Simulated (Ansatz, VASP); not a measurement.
**PtS2: VASP beside Ansatz**

```
Pt S
1.0
     3.54320    0.00000    0.00000
    -1.77160    3.06850    0.00000
     0.00000    0.00000    5.03880
Pt S
1 2
Direct
  0.00000 0.00000 0.00000
  0.66667 0.33333 0.77300
  0.33333 0.66667 0.22700
```

Alike in both runs: task single point; functional PBE; k mesh 9 × 9 × 5; occupations gaussian, width 0.018 eV; no spin polarisation.

```csv
,VASP,Ansatz
version,VASP 6.6.1,Ansatz 0.2.0
potentials or method,"VASP PAW PBE potentials, release 64 (Pt, S)",Ansatz PAW
plane-wave cutoff (eV),520,420
valence electrons in the cell,22,30
```

```csv
,VASP,Ansatz,Ansatz less VASP
gap on the k mesh at the Fermi level (eV),1.03,1.02,-0.015
least direct gap on the mesh (eV),1.08,1.07,-0.009
pressure (GPa),11.1,11.6,+0.52
largest component of the traceless stress (GPa),0.99,1.17,+0.184
rms of the force components (eV/Å),0.572,0.592,+0.0206
```

Atom by atom the forces differ by 0.021 eV/Å (rms over components). With one functional, cell and mesh, what is left measures potentials, basis and numerics. The two sets of potentials don't hold the same shells in valence.

Caveats: spin-orbit coupling is left out, which moves the levels of the heavy elements; forces of over 1 eV/Å show positions far from the minimum, so gaps and moduli don't describe the material at rest; an odd mesh through Γ misses points on the zone boundary, where band edges often lie (VASP); odd divisions of the mesh miss points on the zone boundary, where band edges often lie, so the gap on the mesh can be too wide (Ansatz). Expect the measured gap to be larger: semilocal functionals such as PBE lack the derivative discontinuity.
